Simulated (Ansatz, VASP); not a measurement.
**GaAs: VASP beside Ansatz**

```xyz
2
Lattice="0.0000 2.8729 2.8729 2.8729 0.0000 2.8729 2.8729 2.8729 0.0000" Properties=species:S:1:pos:R:3 pbc="T T T"
Ga    0.0000    0.0000    0.0000
As    1.4364    1.4364    1.4364
```

Alike in both runs: functional PBE; k mesh 16 × 16 × 16; occupations gaussian, width 0.02 eV; no spin polarisation.

Ansatz relaxed the structure, and its values are those at the end. VASP's run is a single point on that final structure, the one shown.

|  | VASP | Ansatz |
| --- | --- | --- |
| version | VASP 6.6.1 | Ansatz 0.2.0 |
| potentials or method | VASP PAW PBE potentials, release 64 (Ga_d, As) | scalar-relativistic, plane waves, PAW |
| plane-wave cutoff (eV) | 520 | 420 |
| valence electrons in the cell | 18 | 28 |

Ansatz gave:

| Property | Result |
| --- | --- |
| gap on the k mesh at the Fermi level (eV) | 0.16 |
| least direct gap on the mesh (eV) | 0.16 |
| pressure (GPa) | 0.0 |

Task: Which values does VASP return?

Result: gap on the k mesh at the Fermi level (eV): 0.16; least direct gap on the mesh (eV): 0.16; pressure (GPa): 0.2.

The two sets of potentials don't hold the same shells in valence.
